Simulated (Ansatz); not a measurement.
# ZnS: a tetragonal deformation path

The task here is to estimate one member of a computed series from the others.

Computed with Ansatz 0.2.0 (DFT r2SCAN, scalar-relativistic, plane waves, PAW, unless a step's input says otherwise).

### The system as given

Symmetry: F-43m, No. 216, cubic system. Conventional cell: a = 5.409 Å, b = 5.409 Å, c = 5.409 Å, α = 90.00°, β = 90.00°, γ = 90.00°. Around Zn (site symmetry -43m) lie 4 S at 2.34 Å. Around S (site symmetry -43m) lie 4 Zn at 2.34 Å.

Structure file:

```
CELL_PARAMETERS angstrom
0.00000 2.70465 2.70465
2.70465 0.00000 2.70465
2.70465 2.70465 0.00000
ATOMIC_POSITIONS crystal
Zn 0.00000 0.00000 0.00000
S 0.75000 0.75000 0.75000
```

No relaxation comes first: the listed cell is the starting point.

### The reference cell

Reference values: F = -4233.4491 eV; pressure -0.86 GPa; largest force 0.000 eV/Å; gap on the mesh 2.65 eV. It was computed beforehand with the settings of the runs below.

Set-up of the first run:

At fixed volume and fractional coordinates, lengths along (0.000, 0.000, 1.000) are scaled against those across it; ρ is that ratio over its starting value.

input.yaml reads:

```yaml
crystal:
  lattice:
    - [0.0, 3.0360198112, 2.1464660065]
    - [3.0360198112, 0.0, 2.1464660065]
    - [3.0360198112, 3.0360198112, 0.0]
  atoms:
    - { symbol: Zn, position: [0.0, 0.0, 0.0] }
    - { symbol: S, position: [0.75, 0.75, 0.75] }
basis:
  ecutwfc: 500
kpoints:
  mp_grid: { grid: [8, 8, 8] }
hamiltonian:
  xc: r2scan
scf:
  occupations: { method: gaussian, width: 0.05 }
output:
  forces: true
  stress: true
  eigenvalues: true
```

Launch:

```console
> ansatz run input.yaml --threads 1 --pin off --max-ram 2560MiB --backend cpu --events-out ev --progress --plain --runs-dir out
```

Steps of the session up to this table: At ρ = 0.707; ρ = 1.414; ρ = 0.850; ρ = 1.200; Point ρ = 0.780; At ρ = 1.300; ρ = 0.920; ρ = 1.100; Point ρ = 0.650; Point ρ = 1.500; Point ρ = 0.960; Point ρ = 1.050.

One of the session's tables, all rows but one given; the rest of the session is left out.

It belongs to the step «The scan collected». The scan, with free energies counted from the undisturbed cell:

```
    ρ  ΔE (meV/atom)  pressure (GPa)  gap on the mesh (eV)
0.650          217.4            -5.3                  1.23
0.707          146.8            -3.9                  1.83
0.780           81.9            -2.4                  2.16
0.850              ?               ?                     ?
0.920           11.2            -1.0                  2.47
0.960            2.8            -0.9                  2.56
1.000            0.0            -0.9                  2.65
1.050            4.6            -0.9                  2.58
1.100           18.5            -1.1                  2.48
1.200           75.1            -1.6                  2.18
1.300          170.8            -2.2                  1.71
1.414          326.2            -2.8                  0.91
1.500          473.9            -3.1                  0.19
```

**Question.** Estimate the row for ρ = 0.850.

Worked estimate for «ΔE (meV/atom)». A straight line through the neighbours (0.780, 81.9) and (0.920, 11.2) gives 81.9 + (11.2 − 81.9) × (0.850 − 0.780) / (0.920 − 0.780) = 46.6; a parabola fitted to 4 rows on both sides gives 37.9.

As computed: ΔE (meV/atom): 38.6; pressure (GPa): -1.5; gap on the mesh (eV): 2.32. In «ΔE (meV/atom)» the line misses by +8.0 and the parabola by -0.7.
